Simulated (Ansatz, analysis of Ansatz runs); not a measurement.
# CaSeO3 (P2_1/c), nudged elastic band: V_Ca hop (3.8 Å) (q = −2), part 3 of 4

How high is the barrier when Ca changes place in CaSeO3 (P2_1/c)? The case: V_Ca hop (3.8 Å), charge −2, in a cell of 40 host atoms with 1 Ca taken out.

Ansatz 0.2.0; plane-wave PAW DFT, r2SCAN; nudged elastic band between two relaxed defect structures at fixed charge in a uniform background.

So far: Set-up; Relaxation of the start point, charge −2; Relaxation of the end point, charge −2.

**4. Nudged elastic band, charge −2**

5 movable images are laid between the ends on straight lines. Each image feels the true force across the path and a spring force along it. The highest image is set to climb to the top of the path.

This step: plane-wave PAW DFT, r2SCAN; nudged elastic band between two relaxed defect structures at fixed charge in a uniform background.

Contents of qm2.neb/input.yaml:

```yaml
crystal:
  lattice:
    - [6.39837574, 6.79528022, -0.01026838]
    - [-6.39837574, 6.79528022, 0.01026838]
    - [-4.94075515, 0.0, 6.5249436]
  atoms:
    - { symbol: Ca, position: [0.35964397, 0.51662463, 0.12780118] }
    - { symbol: Ca, position: [0.86233592, 0.00900483, 0.12302195] }
    - { symbol: Ca, position: [0.24343096, 0.39150807, 0.6287484] }
    - { symbol: Ca, position: [0.73400082, 0.88132157, 0.62303341] }
    - { symbol: Ca, position: [0.25776166, 0.11086014, 0.37631304] }
    - { symbol: Ca, position: [0.75750701, 0.60884413, 0.36947809] }
    - { symbol: Ca, position: [0.14001135, 0.99498975, 0.87600465] }
    - { symbol: Se, position: [0.49107634, 0.85194581, 0.90780002] }
    - { symbol: Se, position: [0.98271583, 0.35070542, 0.905449] }
    - { symbol: Se, position: [0.40454379, 0.75648041, 0.40263284] }
    - { symbol: Se, position: [0.90584083, 0.25118546, 0.40211154] }
    - { symbol: Se, position: [0.09980389, 0.7378754, 0.59981341] }
    - { symbol: Se, position: [0.59659942, 0.23250725, 0.59350507] }
    - { symbol: Se, position: [0.01613547, 0.65500855, 0.10070827] }
    - { symbol: Se, position: [0.50249083, 0.16768819, 0.09351387] }
    - { symbol: O, position: [0.00776744, 0.41264898, 0.69294503] }
    - { symbol: O, position: [0.51239873, 0.91024823, 0.69345162] }
    - { symbol: O, position: [0.15843974, 0.7622033, 0.81069366] }
    - { symbol: O, position: [0.663593, 0.23848159, 0.81323544] }
    - { symbol: O, position: [0.38447465, 0.29465885, 0.4804036] }
    - { symbol: O, position: [0.88942913, 0.79796272, 0.48019578] }
    - { symbol: O, position: [0.33552714, 0.75485017, 0.17361417] }
    - { symbol: O, position: [0.86995315, 0.21173974, 0.21090221] }
    - { symbol: O, position: [0.12674056, 0.90121036, 0.43313236] }
    - { symbol: O, position: [0.6179572, 0.40470957, 0.4274646] }
    - { symbol: O, position: [0.48294228, 0.09020203, 0.31019115] }
    - { symbol: O, position: [0.98962811, 0.58916357, 0.31259638] }
    - { symbol: O, position: [0.37181062, 0.58714084, 0.54392554] }
    - { symbol: O, position: [0.87969729, 0.08865062, 0.57572316] }
    - { symbol: O, position: [0.42124963, 0.37219041, 0.97747495] }
    - { symbol: O, position: [0.96058122, 0.86622603, 0.99259296] }
    - { symbol: O, position: [0.34654934, 0.13052569, 0.927174] }
    - { symbol: O, position: [0.855584, 0.63632659, 0.9261671] }
    - { symbol: O, position: [0.11857562, 0.19617008, 0.53533534] }
    - { symbol: O, position: [0.61125698, 0.71388941, 0.48959303] }
    - { symbol: O, position: [0.05123607, 0.13890179, 0.02024151] }
    - { symbol: O, position: [0.54650623, 0.64477981, 0.03595117] }
    - { symbol: O, position: [0.1490147, 0.37283131, 0.07757783] }
    - { symbol: O, position: [0.6599848, 0.87617496, 0.07365689] }
total_charge: -2
basis:
  ecutwfc: 500
  xc_grid: 2
hamiltonian:
  xc: r2scan
kpoints:
  mp_grid: { grid: [1, 1, 1] }
scf:
  occupations: { method: fixed }
  max_iter: 80
output:
  forces: true
neb:
  images: 5
  f_tol: 0.05
  climbing: true
  initial_path: linear
  max_iterations: 45
  order_check: false
  final_atoms:
    - { symbol: Ca, position: [0.35869601, 0.50813492, 0.13259835] }
    - { symbol: Ca, position: [0.86085588, 0.00837142, 0.12616189] }
    - { symbol: Ca, position: [0.631342, 0.48433142, 0.87936891] }
[... 6 atom lines left out ...]
    - { symbol: Se, position: [0.40509971, 0.76667343, 0.401484] }
[... 1 atom line left out ...]
    - { symbol: Se, position: [0.10081902, 0.73307209, 0.59684415] }
    - { symbol: Se, position: [0.60187211, 0.24165653, 0.59439436] }
[... 1 atom line left out ...]
    - { symbol: Se, position: [0.50618737, 0.15519166, 0.09936957] }
[... 3 atom lines left out ...]
    - { symbol: O, position: [0.66017005, 0.26292477, 0.80879121] }
    - { symbol: O, position: [0.39470392, 0.29702372, 0.46621753] }
[... 7 atom lines left out ...]
    - { symbol: O, position: [0.38656209, 0.60620546, 0.57623308] }
[... 1 atom line left out ...]
    - { symbol: O, position: [0.46352916, 0.36190827, 1.01231864] }
[... 1 atom line left out ...]
    - { symbol: O, position: [0.33678568, 0.12237297, 0.95832193] }
[... 2 atom lines left out ...]
    - { symbol: O, position: [0.61626549, 0.71123272, 0.50919194] }
[... 1 atom line left out ...]
    - { symbol: O, position: [0.54806733, 0.63990875, 0.02208538] }
[... 1 atom line left out ...]
    - { symbol: O, position: [0.6513485, 0.87723164, 0.06903541] }
```

The run is started by

```console
$ ansatz run input.yaml --threads 4 --pin off --max-ram 7536MiB --backend cpu --events-out ev --progress --plain --runs-dir out
```

Numbers of over 12 decimals in the logs are rounded to 6 here.

Log:

```text
[...]
Warning: neb: disabling space-group detection — the band's intermediate images generally break the endpoint symmetry, so no spatial operation reduces the k-mesh or symmetrises the density, except that a semilocal band can use its path's symmetry ahead of [...]
[...]
parallel-image band execution: 4 concurrent image workers
NEB image 0
Crystal: 39 atoms, lattice volume = 566.703 Å³
Basis set: ecut = 500 eV, 14363 PW (Γ), exchange–correlation on 144×144×120 points (8 copies of the dense FFT grid, shifted against one another)
Bands: 211, of which v1, the nominal top of the filled ones, is band 172 counted from 1 (171 counted from 0)
Symmetry: 1 space group operations
k-points: 1
[...]
SCF iter   1: F=-70220.035594 eV  HF=-70220.179583 eV  |F-HF|=1.44e-1  |Δ(HF+E_count)|=         —  Δρ=1.46e-2  dr2=1.30e0  dr2_τ=1.87e0  ethr=1.77e-3  ⟨swp⟩=5.0  Hψ=697  notcnv=0  defer=37
[...]
SCF iter  11: F=-70220.449085 eV  HF=-70220.449085 eV  |F-HF|=1.46e-8  |Δ(HF+E_count)|=   9.94e-8  Δρ=1.23e-6  dr2=1.26e-8  dr2_τ=5.54e-10  ethr=2.91e-11  ⟨swp⟩=4.0  Hψ=621  notcnv=0
SCF 1 converged in 11 iterations: F = -70220.449085 eV  dr2 = 1.26e-8
[...]
NSCF: frozen V_eff on 1 k-points
NEB image 6
SCF iter   1: F=-70220.035544 eV  HF=-70220.179447 eV  |F-HF|=1.44e-1  |Δ(HF+E_count)|=         —  Δρ=1.46e-2  dr2=1.30e0  dr2_τ=1.87e0  ethr=1.77e-3  ⟨swp⟩=5.0  Hψ=697  notcnv=0  defer=37
[...]
SCF iter  11: F=-70220.449122 eV  HF=-70220.449122 eV  |F-HF|=1.44e-8  |Δ(HF+E_count)|=   1.01e-7  Δρ=1.22e-6  dr2=1.24e-8  dr2_τ=5.60e-10  ethr=2.91e-11  ⟨swp⟩=4.0  Hψ=622  notcnv=0
SCF 2 converged in 11 iterations: F = -70220.449122 eV  dr2 = 1.24e-8
[...]
NEB end point (image 0): max|allowed force component| = 8.163e-3 eV/Å (the criterion of neb.relax_end_points is 1.000e-2)
NEB end point (image 6): max|allowed force component| = 6.868e-3 eV/Å (the criterion of neb.relax_end_points is 1.000e-2)
NEB image 1
SCF iter   1: F=-70218.745567 eV  HF=-70218.881260 eV  |F-HF|=1.36e-1  |Δ(HF+E_count)|=         —  Δρ=1.46e-2  dr2=1.30e0  dr2_τ=1.90e0  ethr=1.77e-3  ⟨swp⟩=5.0  Hψ=694  notcnv=0  defer=37
[...]
SCF iter  11: F=-70219.158580 eV  HF=-70219.158580 eV  |F-HF|=1.04e-8  |Δ(HF+E_count)|=   7.52e-8  Δρ=1.25e-6  dr2=1.22e-8  dr2_τ=7.05e-10  ethr=2.91e-11  ⟨swp⟩=4.0  Hψ=586  notcnv=0
SCF 3 converged in 11 iterations: F = -70219.158580 eV  dr2 = 1.22e-8
NEB image 2
SCF iter   1: F=-70214.488347 eV  HF=-70214.627987 eV  |F-HF|=1.40e-1  |Δ(HF+E_count)|=         —  Δρ=1.47e-2  dr2=1.37e0  dr2_τ=2.02e0  ethr=1.77e-3  ⟨swp⟩=5.0  Hψ=697  notcnv=0  defer=36
[...]
SCF iter  11: F=-70214.935320 eV  HF=-70214.935320 eV  |F-HF|=6.65e-9  |Δ(HF+E_count)|=   5.86e-8  Δρ=1.55e-6  dr2=1.73e-8  dr2_τ=1.52e-9  ethr=2.91e-11  ⟨swp⟩=4.0  Hψ=607  notcnv=0
SCF 4 converged in 11 iterations: F = -70214.935320 eV  dr2 = 1.73e-8
NEB image 3
SCF iter   1: F=-70210.668504 eV  HF=-70210.807406 eV  |F-HF|=1.39e-1  |Δ(HF+E_count)|=         —  Δρ=1.50e-2  dr2=1.44e0  dr2_τ=2.14e0  ethr=1.77e-3  ⟨swp⟩=5.0  Hψ=698  notcnv=0  defer=37
[...]
SCF iter  11: F=-70211.147515 eV  HF=-70211.147515 eV  |F-HF|=3.27e-9  |Δ(HF+E_count)|=   3.09e-8  Δρ=1.65e-6  dr2=1.92e-8  dr2_τ=1.77e-9  ethr=2.91e-11  ⟨swp⟩=4.0  Hψ=607  notcnv=0
SCF 5 converged in 11 iterations: F = -70211.147515 eV  dr2 = 1.92e-8
NEB image 4
SCF iter   1: F=-70213.793919 eV  HF=-70213.950429 eV  |F-HF|=1.57e-1  |Δ(HF+E_count)|=         —  Δρ=1.48e-2  dr2=1.42e0  dr2_τ=2.05e0  ethr=1.77e-3  ⟨swp⟩=5.0  Hψ=698  notcnv=0  defer=37
[...]
SCF iter  11: F=-70214.263454 eV  HF=-70214.263454 eV  |F-HF|=7.33e-9  |Δ(HF+E_count)|=   6.19e-8  Δρ=1.48e-6  dr2=1.65e-8  dr2_τ=1.34e-9  ethr=2.91e-11  ⟨swp⟩=4.0  Hψ=592  notcnv=0
SCF 6 converged in 11 iterations: F = -70214.263454 eV  dr2 = 1.65e-8
NEB image 5
SCF iter   1: F=-70218.557268 eV  HF=-70218.699860 eV  |F-HF|=1.43e-1  |Δ(HF+E_count)|=         —  Δρ=1.46e-2  dr2=1.32e0  dr2_τ=1.92e0  ethr=1.77e-3  ⟨swp⟩=5.0  Hψ=695  notcnv=0  defer=36
[...]
SCF iter  11: F=-70218.982917 eV  HF=-70218.982917 eV  |F-HF|=1.03e-8  |Δ(HF+E_count)|=   9.20e-8  Δρ=1.21e-6  dr2=1.22e-8  dr2_τ=6.86e-10  ethr=2.91e-11  ⟨swp⟩=4.0  Hψ=623  notcnv=0
SCF 7 converged in 11 iterations: F = -70218.982917 eV  dr2 = 1.22e-8
NEB iter   1: max|band force component| = 1.966e1 eV/Å  barrier→ = 9.3016 eV  barrier← = 9.3016 eV  Δτ_max = 0.2000 Å  (77 SCF iters)
NEB image 1
[...]
iter 1 solved again at ethr=2.94e-4 eV; its pass at ethr=3.10e-3 eV (dr2=1.01e0 eV) is discarded
[...]
SCF iter  10: F=-70219.789272 eV  HF=-70219.789272 eV  |F-HF|=2.02e-8  |Δ(HF+E_count)|=   2.19e-7  Δρ=2.57e-6  dr2=4.62e-8  dr2_τ=3.19e-9  ethr=2.91e-11  ⟨swp⟩=4.0  Hψ=727  notcnv=0
SCF 8 converged in 10 iterations: F = -70219.789272 eV  dr2 = 4.62e-8
NEB image 2
[...]
SCF iter  11: F=-70218.212940 eV  HF=-70218.212940 eV  |F-HF|=3.22e-9  |Δ(HF+E_count)|=   3.56e-8  Δρ=2.03e-6  dr2=2.37e-8  dr2_τ=2.85e-9  ethr=2.91e-11  ⟨swp⟩=4.0  Hψ=630  notcnv=0
SCF 9 converged in 11 iterations: F = -70218.212940 eV  dr2 = 2.37e-8
NEB image 3
[...]
SCF iter  11: F=-70216.740727 eV  HF=-70216.740727 eV  |F-HF|=2.47e-9  |Δ(HF+E_count)|=   4.16e-8  Δρ=2.18e-6  dr2=2.80e-8  dr2_τ=3.18e-9  ethr=2.91e-11  ⟨swp⟩=4.0  Hψ=630  notcnv=0
SCF 10 converged in 11 iterations: F = -70216.740727 eV  dr2 = 2.80e-8
NEB image 4
[...]
SCF iter  10: F=-70217.817008 eV  HF=-70217.817008 eV  |F-HF|=3.07e-9  |Δ(HF+E_count)|=   2.54e-7  Δρ=3.76e-6  dr2=8.15e-8  dr2_τ=7.21e-9  ethr=2.91e-11  ⟨swp⟩=4.0  Hψ=731  notcnv=0
SCF 11 converged in 10 iterations: F = -70217.817008 eV  dr2 = 8.15e-8
NEB image 5
[...]
SCF iter  10: F=-70219.756317 eV  HF=-70219.756317 eV  |F-HF|=1.18e-8  |Δ(HF+E_count)|=   1.66e-7  Δρ=2.53e-6  dr2=3.70e-8  dr2_τ=3.21e-9  ethr=2.91e-11  ⟨swp⟩=4.0  Hψ=725  notcnv=0
SCF 12 converged in 10 iterations: F = -70219.756317 eV  dr2 = 3.70e-8
NEB iter   2: max|band force component| = 7.228e0 eV/Å  barrier→ = 3.7084 eV  barrier← = 3.7084 eV  Δτ_max = 0.1909 Å  (52 SCF iters)
NEB image 1
[...]
SCF iter   9: F=-70219.940958 eV  HF=-70219.940958 eV  |F-HF|=4.54e-8  |Δ(HF+E_count)|=   8.53e-8  Δρ=4.64e-6  dr2=9.30e-8  dr2_τ=1.22e-8  ethr=2.91e-11  ⟨swp⟩=3.0  Hψ=813  notcnv=0
SCF 13 converged in 9 iterations: F = -70219.940958 eV  dr2 = 9.30e-8
NEB image 2
[...]
NEB iter   9: max|band force component| = 3.176e-1 eV/Å  barrier→ = 1.8214 eV  barrier← = 1.8214 eV  CI = image 3  Δτ_max = 0.0292 Å  (42 SCF iters)
NEB iter  10: max|band force component| = 2.421e-1 eV/Å  barrier→ = 1.8147 eV  barrier← = 1.8148 eV  CI = image 3  Δτ_max = 0.0580 Å  (40 SCF iters)
NEB iter  11: max|band force component| = 1.311e-1 eV/Å  barrier→ = 1.8049 eV  barrier← = 1.8049 eV  CI = image 3  Δτ_max = 0.0518 Å  (40 SCF iters)
NEB iter  12: max|band force component| = 1.039e-1 eV/Å  barrier→ = 1.8002 eV  barrier← = 1.8003 eV  CI = image 3  Δτ_max = 0.0285 Å  (38 SCF iters)
NEB iter  13: max|band force component| = 8.917e-2 eV/Å  barrier→ = 1.7986 eV  barrier← = 1.7986 eV  CI = image 3  Δτ_max = 0.0175 Å  (36 SCF iters)
NEB iter  14: max|band force component| = 5.492e-2 eV/Å  barrier→ = 1.7980 eV  barrier← = 1.7980 eV  CI = image 3  Δτ_max = 0.0086 Å  (35 SCF iters)
NEB image 1
[...]
SCF iter   6: F=-70219.905176 eV  HF=-70219.905176 eV  |F-HF|=5.68e-8  |Δ(HF+E_count)|=   1.04e-7  Δρ=4.36e-6  dr2=8.87e-8  dr2_τ=1.24e-8  ethr=2.91e-11  ⟨swp⟩=4.0  Hψ=633  notcnv=0
SCF 73 converged in 6 iterations: F = -70219.905176 eV  dr2 = 8.87e-8
NEB image 2
[...]
SCF iter   7: F=-70219.147760 eV  HF=-70219.147760 eV  |F-HF|=2.26e-9  |Δ(HF+E_count)|=   8.67e-9  Δρ=1.17e-6  dr2=6.19e-9  dr2_τ=6.54e-10  ethr=2.91e-11  ⟨swp⟩=4.0  Hψ=633  notcnv=0
SCF 74 converged in 7 iterations: F = -70219.147760 eV  dr2 = 6.19e-9
NEB image 3
[...]
SCF iter   7: F=-70218.651377 eV  HF=-70218.651377 eV  |F-HF|=1.75e-9  |Δ(HF+E_count)|=   6.61e-9  Δρ=2.00e-6  dr2=1.63e-8  dr2_τ=2.02e-9  ethr=2.91e-11  ⟨swp⟩=4.0  Hψ=633  notcnv=0
SCF 75 converged in 7 iterations: F = -70218.651377 eV  dr2 = 1.63e-8
NEB image 4
[...]
SCF iter   6: F=-70219.227909 eV  HF=-70219.227909 eV  |F-HF|=2.90e-8  |Δ(HF+E_count)|=   9.97e-8  Δρ=3.99e-6  dr2=7.53e-8  dr2_τ=1.10e-8  ethr=2.91e-11  ⟨swp⟩=4.0  Hψ=638  notcnv=0
SCF 76 converged in 6 iterations: F = -70219.227909 eV  dr2 = 7.53e-8
NEB image 5
[...]
SCF iter   6: F=-70220.144220 eV  HF=-70220.144220 eV  |F-HF|=1.98e-8  |Δ(HF+E_count)|=   6.00e-8  Δρ=2.94e-6  dr2=4.05e-8  dr2_τ=6.21e-9  ethr=2.91e-11  ⟨swp⟩=4.0  Hψ=630  notcnv=0
SCF 77 converged in 6 iterations: F = -70220.144220 eV  dr2 = 4.05e-8
NEB image 1
[...]
NEB image 2
[...]
NEB image 4
[...]
NEB image 5
[...]
NEB image 3
[...]
the band table was solved once a step of the walk had ended and its energy, with any forces and stress, was formed, with the checks that follow a solve (909 applications of the Hamiltonian). They found nothing against the state; [...]
NEB iter  15: max|band force component| = 2.625e-2 eV/Å  barrier→ = 1.7977 eV  barrier← = 1.7977 eV  CI = image 3  Δτ_max = 0.0000 Å  (32 SCF iters)
NEB image 3
[...]
SCF iter   2: F=-70218.651377 eV  HF=-70218.651377 eV  |F-HF|=3.45e-9  |Δ(HF+E_count)|=   3.87e-9  Δρ=9.77e-7  dr2=4.25e-9  dr2_τ=5.75e-10  ethr=4.75e-12  ⟨swp⟩=3.0  Hψ=536  notcnv=0
SCF 78 converged in 2 iterations: F = -70218.651377 eV  dr2 = 4.25e-9
[...]
SCF converged after 2 iterations
Free energy (F): -70218.651377 eV
[...]
Internal energy: -70218.651377 eV  (E = F + TS)
E sigma→0 (E₀):  -70218.651377 eV
Fermi energy:    5.764347 eV
[...]
--- Forces (eV/Å), atoms counted from 1 ---
  atom   1  Ca    -0.00022920    -0.00143129     0.00077540
  atom   2  Ca    -0.00164503    -0.00089799    -0.00134471
  atom   3  Ca    -0.00394157    -0.00546777     0.00405966
  [... 6 atoms left out ...]
  atom  10  Se     0.00044227    -0.01257987     0.01091325
  [... 2 atoms left out ...]
  atom  13  Se     0.01155146     0.00703621    -0.01618432
  [... 1 atom left out ...]
  atom  15  Se    -0.00199855     0.00291122     0.00805949
  [... 3 atoms left out ...]
  atom  19  O     -0.00787075     0.00419253     0.01313275
  atom  20  O     -0.00625716    -0.00557956    -0.00432851
  [... 7 atoms left out ...]
  atom  28  O     -0.00199840     0.01889413    -0.01417189
  [... 1 atom left out ...]
  atom  30  O      0.00515442    -0.00570947     0.00076121
  [... 1 atom left out ...]
  atom  32  O     -0.00026808     0.00218103    -0.00832797
  [... 4 atoms left out ...]
  atom  37  O     -0.00004815    -0.00072357    -0.00834320
  [... 2 atoms left out ...]
  max |Σ_I F_I| component: 1.01e-3 eV/Å
--- Band table (eV) ---
[...]
this run last wrote the band of iteration 15 to <dir>
--- NEB band (7 images, 15 band iterations, 662 SCF iterations) ---
  forward barrier  = 1.797708 eV
  backward barrier = 1.797745 eV
  climbing image's point = of an order that was not read
  energies are F+E_penalty+E_count in eV, relative to image 0
  image     s (Å)  Δ vs image 0  max|band force component| (eV/Å)
      0    0.0000      0.000000                                 —
      1    0.9310      0.543909                          1.210e-2
      2    1.8620      1.301325                          1.884e-2
  *   3    2.7931      1.797708                          1.906e-2
      4    3.5711      1.221176                          2.625e-2
      5    4.3492      0.304865                          1.658e-2
      6    5.1273     -0.000037                                 —
  climbing-image geometry (image 3):
  cell:  # Å, volume = 566.7034 Å³
    - [6.39837574, 6.79528022, -0.01026838]
    - [-6.39837574, 6.79528022, 0.01026838]
    - [-4.94075515, 0.0, 6.5249436]
  atoms:
    - { symbol: Ca, position: [0.354334, 0.521892, 0.131031] }
    - { symbol: Ca, position: [0.875982, -0.016073, 0.137982] }
    - { symbol: Ca, position: [0.494840, 0.404550, 0.759276] }
    - { symbol: Ca, position: [0.745047, 0.871329, 0.640026] }
    - { symbol: Ca, position: [0.257773, 0.112781, 0.383934] }
    - { symbol: Ca, position: [0.756492, 0.609742, 0.375602] }
    - { symbol: Ca, position: [0.132049, 1.021118, 0.851326] }
    - { symbol: Se, position: [0.482553, 0.857367, 0.902811] }
    - { symbol: Se, position: [0.987356, 0.343263, 0.920792] }
    - { symbol: Se, position: [0.390467, 0.781206, 0.378963] }
    - { symbol: Se, position: [0.897773, 0.256236, 0.379101] }
    - { symbol: Se, position: [0.098189, 0.731834, 0.610300] }
    - { symbol: Se, position: [0.609857, 0.222823, 0.580714] }
    - { symbol: Se, position: [0.009066, 0.663662, 0.104307] }
    - { symbol: Se, position: [0.513512, 0.143846, 0.125060] }
    - { symbol: O, position: [-0.014175, 0.406777, 0.695380] }
    - { symbol: O, position: [0.517135, 0.912623, 0.698800] }
    - { symbol: O, position: [0.153425, 0.762485, 0.816522] }
    - { symbol: O, position: [0.695229, 0.218706, 0.812968] }
    - { symbol: O, position: [0.405631, 0.289298, 0.502077] }
    - { symbol: O, position: [0.886470, 0.794335, 0.490873] }
    - { symbol: O, position: [0.336135, 0.778335, 0.155267] }
    - { symbol: O, position: [0.846140, 0.208545, 0.189741] }
    - { symbol: O, position: [0.125499, 0.897229, 0.444808] }
    - { symbol: O, position: [0.621493, 0.406147, 0.426040] }
    - { symbol: O, position: [0.485976, 0.071418, 0.333586] }
    - { symbol: O, position: [0.956728, 0.647597, 0.282806] }
    - { symbol: O, position: [0.326700, 0.622619, 0.491305] }
    - { symbol: O, position: [0.868284, 0.101659, 0.558590] }
    - { symbol: O, position: [0.476965, 0.351338, 1.045204] }
    - { symbol: O, position: [0.949579, 0.876846, 0.957198] }
    - { symbol: O, position: [0.349196, 0.148080, 0.930264] }
    - { symbol: O, position: [0.857840, 0.625434, 0.939544] }
    - { symbol: O, position: [0.107175, 0.193761, 0.511117] }
    - { symbol: O, position: [0.599293, 0.699609, 0.509846] }
    - { symbol: O, position: [0.064073, 0.130433, 0.040246] }
    - { symbol: O, position: [0.535254, 0.649262, 0.023951] }
    - { symbol: O, position: [0.161691, 0.371158, 0.078540] }
    - { symbol: O, position: [0.644024, 0.881364, 0.077254] }
```

Wall time 12 min (4 threads of Arm Neoverse V2, shared host); peak memory 3 GiB; 31 min of CPU time.

The path, image by image:

```
image  path (Å)  energy (eV)      Ca3: x, y, z (Å)
    0     0.000       0.0000  -4.054, 4.315, 4.104
    1     0.931       0.5439  -3.668, 4.706, 4.380
    2     1.862       1.3013  -3.318, 5.331, 4.696
    3     2.793       1.7977  -3.174, 6.112, 4.953
    4     3.571       1.2212  -3.222, 6.778, 5.234
    5     4.349       0.3049  -3.313, 7.313, 5.539
    6     5.127       0.0000  -3.404, 7.581, 5.736
```

This step gave:

| Property | Result |
| --- | --- |
| free energy | -70218.6514 eV |
| barrier forward | 1.798 eV |
| barrier backward | 1.798 eV |
| end less start | -3.74e-5 eV |
| hop length | 3.709 Å |

Track of the atom that was set to move:

| image | x (Å) | y (Å) | z (Å) | nearest neighbour | distance (Å) |
| --- | --- | --- | --- | --- | --- |
| 0 | -4.054 | 4.315 | 4.104 | O | 2.27 |
| 1 | -3.668 | 4.706 | 4.38 | O | 2.151 |
| 2 | -3.318 | 5.331 | 4.696 | O | 2.093 |
| 3 | -3.174 | 6.112 | 4.953 | O | 2.115 |
| 4 | -3.222 | 6.778 | 5.234 | O | 2.2 |
| 5 | -3.313 | 7.313 | 5.539 | O | 2.307 |
| 6 | -3.404 | 7.581 | 5.736 | O | 2.305 |

The band met its tolerance of 0.05 eV/Å after 15 iterations, with image 3 on top (the start counts as 0). Ca3, which moves farthest between the ends, has 7 O at 2.27 to 2.56 Å nearest at the start and 3 O at 2.12 to 2.26 Å at the top.

(Continued in part 4 of 4.)

[Logs are printed without paths, hosts, clocks, repeated set-up lines and the standing remarks that a program may print on its own settings, such as how far it seeks lower states.]

[Hosts, paths, dates, database ids (printed as entryN), source tags and the programs' standing remarks are cut or masked in the printed files.]
